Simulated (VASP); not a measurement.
Here is a VASP 6.6.1 calculation.

The input INCAR:

```
SYSTEM = TaN
  PREC = Accurate
  ENCUT = 900
  EDIFF = 1E-7
  ISMEAR = 0
  SIGMA = 0.02
  LREAL = .FALSE.
  LASPH = .TRUE.
  NELM = 60
  ALGO = Normal
  ISIF = 3
  LWAVE = .FALSE.
  LCHARG = .FALSE.
  GGA = PE
  IBRION = 2
  NSW = 80
  EDIFFG = -0.002
```

KPOINTS

```
Automatic mesh
0
G
  12 12 12
  0 0 0
```

The input POSCAR:

```
TaN                                     
1.0
    0.0000000000      2.2099696298      2.2099696298
    2.2099696298     -0.0000000000      2.2099696298
    2.2099696298      2.2099696298      0.0000000000
  Ta              N             
     1     1
Direct
     0.5000000000000000    0.5000000000000000    0.5000000000000000
     0.0000000000000000    0.0000000000000000    0.0000000000000000
```

Potentials or basis: VASP PAW PBE potentials, release 64 (Ta_pv, N_h).

The run is started by

```console
$ cat potpaw_PBE.64/Ta_pv/POTCAR potpaw_PBE.64/N_h/POTCAR > POTCAR
$ mpirun -np 1 vasp_std > vasp.out
```

(1) Estimate the band gap on the k mesh.

## Answers

(1) none (metal or under the smearing width).
